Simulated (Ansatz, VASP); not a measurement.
## NaI: VASP beside Ansatz

Contents of INCAR:

```
SYSTEM = NaI
PREC = Accurate
ENCUT = 520
EDIFF = 1E-7
ISMEAR = 0
SIGMA = 0.01
LREAL = .False.
LASPH = .True.
NELM = 100
ALGO = Normal
ISIF = 2
LWAVE = .False.
LCHARG = .False.
GGA = PS
NBANDS = 14
```

KPOINTS

```
regular mesh
0
Gamma
  4 4 4
  0 0 0
```

The input POSCAR:

```
NaI
1.0
    0.0000000000      3.2364000000      3.2364000000
    3.2364000000      0.0000000000      3.2364000000
    3.2364000000      3.2364000000      0.0000000000
Na I
1 1
Direct
    0.0000000000      0.0000000000      0.0000000000
    0.5300000000      0.5000000000      0.5000000000
```

Input for Ansatz:

```yaml
crystal:
  lattice:
    - [0.0, 3.2364, 3.2364]
    - [3.2364, 0.0, 3.2364]
    - [3.2364, 3.2364, 0.0]
  atoms:
    - { symbol: Na, position: [0.0, 0.0, 0.0] }
    - { symbol: I, position: [0.53, 0.5, 0.5] }
basis:
  ecutwfc: 470.0
kpoints:
  mp_grid:
    grid: [4, 4, 4]
hamiltonian:
  xc: pbesol
scf:
  occupations:
    method: fixed
output:
  forces: true
```

Alike in both runs: task single point; functional PBEsol; k mesh 4 × 4 × 4; no spin polarisation.

|  | VASP | Ansatz |
| --- | --- | --- |
| version | VASP 6.6.1 | Ansatz 0.2.0 |
| potentials or method | VASP PAW PBE potentials, release 64 (Na_pv, I) | plane waves, PAW |
| plane-wave cutoff (eV) | 520 | 470 |
| occupations | gaussian, width 0.01 eV | fixed |
| valence electrons in the cell | 14 | 26 |

```tsv
	VASP	Ansatz	Ansatz less VASP
gap on the k mesh at the Fermi level (eV)	3.51	3.51	+0.004
rms of the force components (eV/Å)	0.068	0.067	-0.0011
```

Atom by atom the forces differ by 0.001 eV/Å (rms over components). The two sets of potentials don't hold the same shells in valence.

Caveats: the k mesh is coarse (spacing up to 0.42 Å⁻¹), so the values aren't converged; the PAW data sets were made with another functional, which shifts forces and pressure a little (VASP); spin-orbit coupling is left out, which moves the levels of the heavy elements. Expect the measured gap to be larger: semilocal functionals such as PBEsol lack the derivative discontinuity.
